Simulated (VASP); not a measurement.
## MgS: relaxation of cell and atoms with vdW-DF-cx

Crystal: MgS.

```
S Mg
1.0
     4.03462    0.00000    0.00000
    -2.01731    3.49409    0.00000
     0.00000    0.00000    6.43229
S Mg
2 2
Direct
  0.66667 0.33333 0.87924
  0.33333 0.66667 0.37924
  0.33333 0.66667 0.99575
  0.66667 0.33333 0.49575
```

The cell comes from a database or a generator and needn't be the stable form of this composition.

```yaml
Program: VASP 6.6.1
Task: relaxation of cell and atoms
Functional: vdW-DF-cx
Potentials_or_basis: VASP PAW PBE potentials, release 64 (S, Mg)
Cutoff: 600 eV
k_mesh: 6 × 6 × 3
Occupations: fermi-dirac, width 0.05 eV
Spin: no spin polarisation
Further_INCAR_settings: ALGO = Normal; EDIFF = 1e-06; IBRION = 2; EDIFFG = -0.02; NSW = 60; ISIF = 3
```

```
Relaxed volume                         : 22.74 Å³/atom
Relaxed cell                           : a = 4.042 Å, b = 4.042 Å, c = 6.430 Å, α = 90.00°, β = 90.00°, γ = 120.00°
Space group after relaxing (to 0.05 Å) : P6_3mc (No. 186)
Energy gained by relaxing              : 0.1 meV/atom
Ionic steps                            : 2
Pressure after relaxing                : 0.0 GPa
Largest force after relaxing           : 0.008 eV/Å
Band gap on the k mesh                 : 3.41 eV, direct
```

Forces in eV/Å, atoms in the order of the input:
```
S    0.000  0.000 -0.008
S    0.000  0.000 -0.008
Mg   0.000  0.000  0.008
Mg   0.000  0.000  0.008
```

Stress tensor (GPa, compression positive):
```
-0.06  0.00  0.00
 0.00 -0.06  0.00
 0.00  0.00  0.03
```

The path:
```csv
step,energy change (eV),largest force (eV/Å),pressure (GPa),volume (Å³)
1,0.0000,0.0447,0.15,90.68
2,-0.0004,0.0079,-0.03,90.96
```

Final structure:
```
S Mg
1.0
     4.04162    0.00000    0.00000
    -2.02081    3.50015    0.00000
     0.00000    0.00000    6.43001
S Mg
2 2
Direct
  0.66667 0.33333 0.87891
  0.33333 0.66667 0.37891
  0.33333 0.66667 0.99609
  0.66667 0.33333 0.49609
```

Levels at points of the mesh, in eV from the valence-band top:
```csv
k point,band 5,band 6,band 7,band 8,band 9,band 10,band 11,band 12
"(0.00, 0.00, 0.00)",-0.58,-0.16,-0.16,0.00,3.41,4.69,7.45,7.45
"(0.50, 0.00, 0.00)",-1.88,-1.25,-0.94,-0.47,4.70,5.15,5.79,7.44
```

It took 120 s on 1 thread of Intel(R) Xeon(R) Platinum 8488C (Sapphire Rapids), with other jobs on the host, peak memory 0.53 GiB.

Caveat: the PAW data sets were made with another functional, which shifts forces and pressure a little.
